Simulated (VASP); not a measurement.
Crystal: MoSe2.

```
Mo Se
1.0
     3.28800    0.00000    0.00000
    -1.64400    2.84749    0.00000
     0.00000    0.00000   12.90000
Mo Se
2 4
Direct
  0.66667 0.33333 0.75000
  0.33333 0.66667 0.25000
  0.66667 0.33333 0.37500
  0.33333 0.66667 0.87500
  0.66667 0.33333 0.12500
  0.33333 0.66667 0.62500
```

| Item | Value |
| --- | --- |
| Program | VASP 6.6.1 |
| Task | relaxation of cell and atoms |
| Functional | RPBE |
| Dispersion | D3 |
| Potentials or basis | VASP PAW PBE potentials, release 64 (Mo_sv, Se) |
| Cutoff | 600 eV |
| k mesh | 9 × 9 × 2 |
| Occupations | fermi-dirac, width 0.05 eV |
| Spin | no spin polarisation |

At the start: pressure 7.5 GPa; volume 20.13 Å³/atom.

Task: How do energy, volume and symmetry change on relaxing?

Result: Over 19 steps the energy falls by 31.0 meV/atom and the volume is 20.85 Å³/atom (+3.6 %); space group P6_3/mmc (No. 194, to 0.05 Å).

Step by step:
```
step  energy change (eV)  largest force (eV/Å)  pressure (GPa)  volume (Å³)
   1              0.0000                1.2517            7.50       120.78
   2              0.4251                1.7121          -10.65       137.97
   3             -0.1841                0.0022           -0.44       126.46
   4             -0.1844                0.0414           -0.18       126.23
   5             -0.1844                0.0623           -0.05       126.12
   6             -0.1849                0.0454            0.04       125.86
   7             -0.1850                0.0340            0.09       125.68
   8             -0.1853                0.0084           -0.17       125.79
   9             -0.1853                0.0037           -0.16       125.78
  10             -0.1854                0.0022           -0.15       125.70
  11             -0.1858                0.0035           -0.11       125.49
  12             -0.1857                0.0136           -0.06       125.05
  13             -0.1859                0.0075           -0.09       125.33
  14             -0.1860                0.0151            0.02       125.16
  15             -0.1860                0.0155            0.03       125.14
  16             -0.1860                0.0178            0.06       125.09
  17             -0.1860                0.0174            0.06       125.12
  18             -0.1860                0.0013           -0.01       125.07
  19             -0.1860                0.0044            0.02       125.09
```

Final structure:
```xyz
6
Lattice="3.3221 0.0000 0.0000 -1.6611 2.8771 0.0000 0.0000 0.0000 13.0872" Properties=species:S:1:pos:R:3 pbc="T T T"
Mo    1.6611    0.9590    9.8154
Mo    0.0000    1.9180    3.2718
Se    1.6611    0.9590    4.9429
Se    0.0000    1.9180   11.4865
Se    1.6611    0.9590    1.6007
Se    0.0000    1.9180    8.1443
```

Caveat: the PAW data sets were made with another functional, which shifts forces and pressure a little.
